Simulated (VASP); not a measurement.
# SiC (P6_3mc) in VASP: a series of runs

The runs below take SiC through relaxation of cell and atoms, with PBE.

Everything below comes from runs of VASP 6.6.1. Logs are shortened: lines on timing, memory, paths and dates and some standing lists are left out, and cuts for length are marked.

### Step 1. The crystal as given

Symmetry: P6_3mc, No. 186, hexagonal system. The conventional cell has a = 3.076 Å, b = 3.076 Å, c = 5.048 Å, α = 90.00°, β = 90.00°, γ = 120.00°. Around Si (site symmetry 3m) lie 4 C at 1.87 to 1.94 Å. C (site symmetry 3m) is surrounded by 4 Si at 1.87 to 1.94 Å.

### Step 2. Relaxation of cell and atoms, PBE

INCAR reads:

```
PREC = Accurate
ENCUT = 520
EDIFF = 1E-7
ISMEAR = 0
SIGMA = 0.02
LREAL = False
LASPH = True
NELM = 100
ALGO = Fast
ISIF = 3
LWAVE = False
LCHARG = False
GGA = PE
IBRION = 2
NSW = 80
EDIFFG = -0.002
```

KPOINTS reads:

```
regular mesh
0
Gamma
  3 3 1
```

POSCAR reads:

```
SiC
1.0
    3.0760000000      0.0000000000      0.0000000000
   -1.5380000000      2.6638941400      0.0000000000
    0.0000000000      0.0000000000      5.0480000000
Si C
2 2
Direct
    0.3333333300      0.6666666700      0.0000000000
    0.6666666700      0.3333333300      0.5000000000
    0.3333333300      0.6666666700      0.3850000000
    0.6666666700      0.3333333300      0.8850000000
```

Potentials or basis: VASP PAW PBE potentials, release 64 (Si, C).

On the command line:

```sh
cat potpaw_PBE.64/Si/POTCAR potpaw_PBE.64/C/POTCAR > POTCAR
mpirun -np 4 vasp_std > vasp.out
```

OUTCAR:

```text
PREC = Accurate
   ENCUT = 520
   EDIFF = 1E-7
   ISMEAR = 0
   LREAL = False
   LASPH = True
   NELM = 100
   ISIF = 3
   GGA = PE
   IBRION = 2
   NSW = 80
   EDIFFG = -0.002

 ion  position               nearest neighbor table
   1  0.333  0.667  0.000-   4 1.87   4 1.87   4 1.87   3 1.94   2 3.09   2 3.09   2 3.09   2 3.09
                             2 3.09   2 3.09
   2  0.667  0.333  0.500-   3 1.87   3 1.87   3 1.87   4 1.94   1 3.09   1 3.09   1 3.09   1 3.09
                             1 3.09   1 3.09
   3  0.333  0.667  0.385-   2 1.87   2 1.87   2 1.87   1 1.94
   4  0.667  0.333  0.885-   1 1.87   1 1.87   1 1.87   2 1.94

  LATTYP: Found a hexagonal cell.
 ALAT       =     3.0760000000
 C/A-ratio  =     1.6410923277

  Lattice vectors:

 A1 = (   3.0760000000,   0.0000000000,   0.0000000000)
 A2 = (  -1.5380000000,   2.6638941400,   0.0000000000)
 A3 = (   0.0000000000,   0.0000000000,   5.0480000000)

Analysis of symmetry for initial positions (statically):
=====================================================================
 Subroutine PRICEL returns:
 Original cell was already a primitive cell.

 Routine SETGRP: Setting up the symmetry group for a
 hexagonal supercell.

 Subroutine GETGRP returns: Found 12 space group operations
 (whereof  6 operations were pure point group operations)
 out of a pool of 24 trial point group operations.

The static configuration has the point symmetry C_3v.
 The point group associated with its full space group is C_6v.

Analysis of symmetry for dynamics (positions and initial velocities):
=====================================================================
 Subroutine PRICEL returns:
 Original cell was already a primitive cell.

 Routine SETGRP: Setting up the symmetry group for a
 hexagonal supercell.

 Subroutine GETGRP returns: Found 12 space group operations
 (whereof  6 operations were pure point group operations)
 out of a pool of 24 trial point group operations.

The dynamic configuration has the point symmetry C_3v.
 The point group associated with its full space group is C_6v.

 Subroutine INISYM returns: Found 12 space group operations
 (whereof  6 operations are pure point group operations),
 and found     1 'primitive' translations

----------------------------------------------------------------------------------------

                                     Primitive cell

  volume of cell :      41.3640

  direct lattice vectors                    reciprocal lattice vectors
     3.076000000  0.000000000  0.000000000     0.325097529  0.187695146  0.000000000
    -1.538000000  2.663894140  0.000000000     0.000000000  0.375390292  0.000000000
     0.000000000  0.000000000  5.048000000     0.000000000  0.000000000  0.198098257

  length of vectors
     3.076000000  3.075999998  5.048000000     0.375390292  0.375390292  0.198098257

  position of ions in fractional coordinates (direct lattice)
     0.333333330  0.666666670  0.000000000
     0.666666670  0.333333330  0.500000000
     0.333333330  0.666666670  0.385000000
     0.666666670  0.333333330  0.885000000

  ion indices of the primitive-cell ions
   primitive index   ion index
                 1           1
                 2           2
                 3           3
                 4           4

----------------------------------------------------------------------------------------

 KPOINTS: regular mesh

Automatic generation of k-mesh.
 Grid dimensions read from file:
 generate k-points for:    3    3    1

 Generating k-lattice:

  Cartesian coordinates                     Fractional coordinates (reciprocal lattice)
     0.108365843  0.062565049  0.000000000     0.333333333  0.000000000  0.000000000
     0.000000000  0.125130097  0.000000000     0.000000000  0.333333333  0.000000000
     0.000000000  0.000000000  0.198098257     0.000000000  0.000000000  1.000000000

  Length of vectors
     0.125130097  0.125130097  0.198098257

  Shift w.r.t. Gamma in fractional coordinates (k-lattice)
     0.000000000  0.000000000  0.000000000

 Subroutine IBZKPT returns following result:
 ===========================================

 Found      3 irreducible k-points:

 Following reciprocal coordinates:
            Coordinates               Weight
  0.000000  0.000000  0.000000      1.000000
  0.333333  0.000000  0.000000      6.000000
  0.333333  0.333333  0.000000      2.000000
   k-points           NKPTS =      3   k-points in BZ     NKDIM =      3   number of bands    NBANDS=     12
   number of dos      NEDOS =    301   number of ions     NIONS =      4
   total plane-waves  NPLWV =  23040
   dimension x,y,z NGX =    24 NGY =   24 NGZ =   40
   dimension x,y,z NGXF=    48 NGYF=   48 NGZF=   80
   ions per type =               2   2
   NGX,Y,Z   is equivalent  to a cutoff of  12.97, 12.97, 13.17 a.u.
   NGXF,Y,Z  is equivalent  to a cutoff of  25.94, 25.94, 26.35 a.u.
 SYSTEM =  unknown system
   PREC   = accura    normal or accurate (medium, high low for compatibility)
   ISTART =      0    job   : 0-new  1-cont  2-samecut
   ICHARG =      2    charge: 1-file 2-atom 10-const
   ISPIN  =      1    spin polarized calculation?
   LNONCOLLINEAR =      F non collinear calculations
   LSORBIT =      F    spin-orbit coupling
   LASPH  =      T    aspherical Exc in radial PAW
   ENCUT  =  520.0 eV  38.22 Ry    6.18 a.u.   5.72  5.72  9.39*2*pi/ulx,y,z
   NELM   =    100;   NELMIN=  2; NELMDL= -5     # of ELM steps
   EDIFF  = 0.1E-06   stopping-criterion for ELM
   LREAL  =      F    real-space projection
   EDIFFG = -.2E-02   stopping-criterion for IOM
   NSW    =     80    number of steps for IOM
   IBRION =      2    ionic relax: 0-MD 1-quasi-New 2-CG
   NFREE  =      1    steps in history (QN), initial steepest desc. (CG)
   ISIF   =      3    stress and relaxation
   ISYM   =      2    0-nonsym 1-usesym 2-fastsym
   POTIM  = 0.5000    time-step for ionic-motion
   TEBEG  =    0.0;   TEEND  =   0.0 temperature during run
   PSTRESS=    0.0 pullay stress
   NELECT =      16.0000    total number of electrons
   NUPDOWN=      -1.0000    fix difference up-down
   EMIN   =  10.00;   EMAX   =-10.00  energy-range for DOS
   EFERMI =   0.00;   METHOD = LEGACY
   ISMEAR =     0;   SIGMA  =   0.02  broadening in eV -4-tet -1-fermi 0-gaus
   EFERMI_NEDOS =   21; number of points for ismear=-14 and -15
   IALGO  =     68    algorithm
   IMIX   =      4    mixing-type and parameters
     AMIX     =   0.40;   BMIX     =  1.00
     AMIX_MAG =   1.60;   BMIX_MAG =  1.00
  volume/ion in A,a.u.               =      10.34        69.78
  Fermi-wavevector in a.u.,A,eV,Ry     =   1.192817  2.254098 19.358549  1.422813
  Thomas-Fermi vector in A             =   2.328847
   LORBIT       =      0    0 simple, 1 ext, 2 COOP (PROOUT), +10 PAW based schemes
   GGA     = PE    functional components
   LHFCALC =     F    Hartree Fock is set to
   AEXX    =    0.0000 exact exchange contribution
   IVDW    =     0    specifies the selected vdW correction
   LEPSILON=     F    determine dielectric tensor
   LRPA    =     F    only Hartree local field effects (RPA)
 conjugate gradient relaxation of ions
 non-spin polarized calculation
 RMM-DIIS sequential band-by-band and
 Gauss-broadening in eV      SIGMA  =   0.02
  energy-cutoff  :      520.00
  volume of cell :       41.36
 maximum number of plane-waves:      1116
 NGX is ok and might be reduce to    24
   NGX = 11   NGY = 11   NGZ = 19

--------------------------------------- Ionic step        1  -------------------------------------------

 number of electron      16.0000000 magnetization

 Free energy of the ion-electron system (eV)
  ---------------------------------------------------
  ext. energy  EPLUGINS =         0.00000000
  ---------------------------------------------------
  free energy    TOTEN  =       -30.01819725 eV

  energy without entropy =      -30.01819725  energy(sigma->0) =      -30.01819725

------------------------ aborting loop because EDIFF is reached ----------------------------------------

  FORCE on cell =-STRESS in cart. coord.  units (eV):
  Direction    XX          YY          ZZ          XY          YZ          ZX
  --------------------------------------------------------------------------------------
  -------------------------------------------------------------------------------------
  Total        3.4107449      3.4107449     -3.7190223      0.0000000      0.0000000     -0.0000000
  in kB      132.1104512    132.1104510   -144.0511488      0.0000000      0.0000000     -0.0000000
  external PRESSURE =      40.0565844 kB  Pullay stress =       0.0000000 kB
[... 95 lines left out ...]
  FREE ENERGIE OF THE ION-ELECTRON SYSTEM (eV)
  ---------------------------------------------------
  free  energy   TOTEN  =       -30.1207971861 eV

  energy  without entropy=      -30.1207971861  energy(sigma->0) =      -30.12079719

[... ionic steps 4 to 7 ...]

--------------------------------------- Ionic step        8  -------------------------------------------

 number of electron      16.0000001 magnetization

------------------------ aborting loop because EDIFF is reached ----------------------------------------

  FORCE on cell =-STRESS in cart. coord.  units (eV):
  Direction    XX          YY          ZZ          XY          YZ          ZX
  --------------------------------------------------------------------------------------
  -------------------------------------------------------------------------------------
  Total       -0.0140523     -0.0140523      0.0063419      0.0000000      0.0000000      0.0000000
  in kB       -0.5362792     -0.5362792      0.2420274      0.0000000      0.0000000      0.0000000
  external PRESSURE =      -0.2768437 kB  Pullay stress =       0.0000000 kB
[... 61 lines left out ...]
  energy  without entropy=      -30.1363146221  energy(sigma->0) =      -30.13631462

--------------------------------------- Ionic step       10  -------------------------------------------

 number of electron      16.0000001 magnetization

 Free energy of the ion-electron system (eV)
  ---------------------------------------------------
  ext. energy  EPLUGINS =         0.00000000
  ---------------------------------------------------
  free energy    TOTEN  =       -30.13631602 eV

  energy without entropy =      -30.13631602  energy(sigma->0) =      -30.13631602

 E-fermi :   8.7269     XC(G=0): -11.2642

 val. band max:        8.5839586391   @ k =   0.0000   0.0000   0.0000
 cond. band min:      10.8358049133   @ k =   0.3333   0.3333   0.0000
 fundamental gap:      2.2518462742
 Fermi energy:         8.7268922566

 k-point     1 :       0.0000    0.0000    0.0000
  band No.  band energies     occupation
      1      -7.3303      2.00000
      2      -3.4785      2.00000
      3      -0.2096      2.00000
      4       6.4339      2.00000
      5       6.4339      2.00000
      6       7.9547      2.00000
      7       7.9547      2.00000
      8       8.5840      2.00000
      9      11.9779      0.00000
     10      14.2897      0.00000
     11      14.2897      0.00000
     12      14.4875      0.00000

 k-point     2 :       0.3333    0.0000    0.0000
  band No.  band energies     occupation
      1      -5.5706      2.00000
      2      -2.2939      2.00000
      3       0.7979      2.00000
      4       1.9680      2.00000
      5       3.8334      2.00000
      6       4.8705      2.00000
      7       6.5278      2.00000
      8       7.1362      2.00000
      9      11.0357      0.00000
     10      13.3614      0.00000
     11      15.2713      0.00000
     12      15.5658      0.00000

 k-point     3 :       0.3333    0.3333    0.0000
  band No.  band energies     occupation
      1      -3.0214      2.00000
      2      -3.0214      2.00000
      3       1.3676      2.00000
      4       1.9665      2.00000
      5       1.9665      2.00000
      6       4.2255      2.00000
      7       4.2255      2.00000
      8       4.4850      2.00000
      9      10.8358      0.00000
     10      16.0395      0.00000
     11      16.7992      0.00000
     12      16.7992      0.00000
[... 29 lines left out ...]
  FREE ENERGIE OF THE ION-ELECTRON SYSTEM (eV)
  ---------------------------------------------------
  free  energy   TOTEN  =       -30.1363160194 eV

  energy  without entropy=      -30.1363160194  energy(sigma->0) =      -30.13631602

 reached required accuracy - stopping structural energy minimisation
```

It took 8.9 s on 4 MPI ranks of AMD EPYC 7R13 (Zen 3), shared host; peak memory 0.09 GiB.

What came out:

* Free energy: -30.1363 eV
* Relaxed volume: 10.49 Å³/atom
* Relaxed cell: a = 3.142 Å, b = 3.142 Å, c = 4.910 Å, α = 90.00°, β = 90.00°, γ = 120.00°
* Space group after relaxing (to 0.05 Å): P6_3mc (No. 186)
* Energy gained by relaxing: 29.5 meV/atom
* Ionic steps: 10
* Pressure after relaxing: 0.0 GPa
* Band gap on the k mesh: 2.25 eV, indirect (least direct gap 3.39 eV)

The path:
```csv
step,energy change (eV),largest force (eV/Å),pressure (GPa),volume (Å³)
1,0.0000,0.2093,4.01,41.36
2,0.0557,1.3839,-2.35,42.83
3,-0.1026,0.4272,0.10,42.04
4,-0.1173,0.0291,-1.06,42.18
5,-0.1174,0.0067,-1.00,42.18
6,-0.1177,0.0122,0.70,41.84
7,-0.1181,0.0039,-0.01,41.98
8,-0.1181,0.0037,-0.03,41.98
9,-0.1181,0.0033,0.01,41.98
10,-0.1181,0.0001,-0.01,41.98
```

Final structure:
```
CELL_PARAMETERS angstrom
3.14205 0.00000 0.00000
-1.57102 2.72109 0.00000
0.00000 0.00000 4.90992
ATOMIC_POSITIONS crystal
Si 0.33333 0.66667 0.99731
Si 0.66667 0.33333 0.49731
C 0.33333 0.66667 0.38769
C 0.66667 0.33333 0.88769
```

Caveat: the k mesh is coarse (spacing up to 1.24 Å⁻¹), so the values aren't converged; an odd mesh through Γ misses points on the zone boundary, where band edges often lie. Expect the measured gap to be larger: semilocal functionals such as PBE lack the derivative discontinuity.

(Continued in part 2 of 2.)
